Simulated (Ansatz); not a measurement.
**Be under changes of volume**

One of the cells (8.105 Å³/atom); the others are scaled copies at fixed shape and fractional positions:

```
Be
1.0
     2.28530    0.00000    0.00000
    -1.14265    1.97913    0.00000
     0.00000    0.00000    3.58420
Be
2
Direct
  0.66667 0.33333 0.75000
  0.33333 0.66667 0.25000
```

* Program: Ansatz 0.2.0
* Functional: r2SCAN
* Potentials or basis: Ansatz PAW
* Cutoff: 500 eV (not typed: the program's choice for these potentials)
* k mesh: 13 × 13 × 8
* Occupations: fermi-dirac, width 0.05 eV
* Spin: no spin polarisation

```csv
volume (Å³/atom),energy over the lowest point (meV/atom),pressure (GPa)
7.619,?,?
7.781,0.85,2.2
7.943,0.00,-0.4
8.105,1.70,-2.9
8.268,5.73,-5.1
8.430,11.89,-7.1
8.592,20.02,-8.9
```

Problem. What does the run at 7.619 Å³/atom give?

Solution. Energy over the lowest point 4.47 meV/atom; pressure 5.0 GPa.

Worked out: A Birch-Murnaghan fit of order 3 (a polynomial in V^(-2/3)) to the other rows has its minimum at 7.91 Å³/atom with B0 = V·E''(V) = 124 GPa and B' = 3.1 at fixed shape and positions, which overstates the stiffness. It gives 4.44 meV/atom at 7.619 Å³/atom, against the run's 4.47, and -dE/dV = 5.0 GPa, against 5.0.

Energies are extrapolated to zero smearing.

Caveats: the PAW data sets come from PBE, with cores solved anew for the run's functional, which leaves a small shift of forces and pressure.
